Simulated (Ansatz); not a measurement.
# SrO: a single-point run

Wanted: a converged single-point run for SrO, and a check of what comes out. The structure is shown as the input types it. The cell is built on a prototype (zincblende) and needn't be the phase found in nature.

Computed with Ansatz 0.2.0 (density functional or hybrid calculation with the settings of its input, plane waves (as first typed), unless a step's input says otherwise).

3 further runs of the same task are left out: 1 for a known fault of the program, 2 that didn't finish.

**1. The structure to begin with**

It takes space group F-43m (No. 216, cubic). Conventional cell: a = 5.585 Å, b = 5.585 Å, c = 5.585 Å, α = 90.00°, β = 90.00°, γ = 90.00°. Sr (site symmetry -43m) is surrounded by 4 O at 2.42 Å. Around O (site symmetry -43m) lie 4 Sr at 2.42 Å.

As a file:

```
CELL_PARAMETERS angstrom
0.00000 2.79228 2.79228
2.79228 0.00000 2.79228
2.79228 2.79228 0.00000
ATOMIC_POSITIONS crystal
Sr 0.00000 0.00000 0.00000
O 0.25000 0.25000 0.25000
```

**2. The run**

Input file input.yaml:

```yaml
crystal:
  lattice:
    - [0.0, 2.7922805108, 2.7922805108]
    - [2.7922805108, 0.0, 2.7922805108]
    - [2.7922805108, 2.7922805108, 0.0]
  atoms:
    - { symbol: Sr, position: [0.0, 0.0, 0.0] }
    - { symbol: O, position: [0.25, 0.25, 0.25] }
kpoints:
  mp_grid: { grid: [6, 6, 6] }
hamiltonian:
  xc: pbe
scf:
  occupations: { method: fixed }
  n_extra_bands: 4
  max_iter: 56
output:
  forces: true
  stress: true
  eigenvalues: true
basis:
  ecutwfc: 80
```

Launch:

```sh
ansatz run input.yaml --threads 4 --pin off --max-ram 3686MiB --backend cpu --events-out ev --progress --plain --runs-dir out
```

**Question.** How will this run end, and is anything wrong with its input?

This run ends as converged, with warnings (cutoff below recommended, metallic iterate). Its log warns: «basis.ecutwfc = 80 eV is below the records' recommended 420 eV ...»

In the input, basis.ecutwfc is 80. The basis cutoff is far too low: the plane waves can't represent the orbitals near the cores. The potentials' recommended cutoff is 420 eV.

Run again and compare: delete basis.ecutwfc (the default then holds).
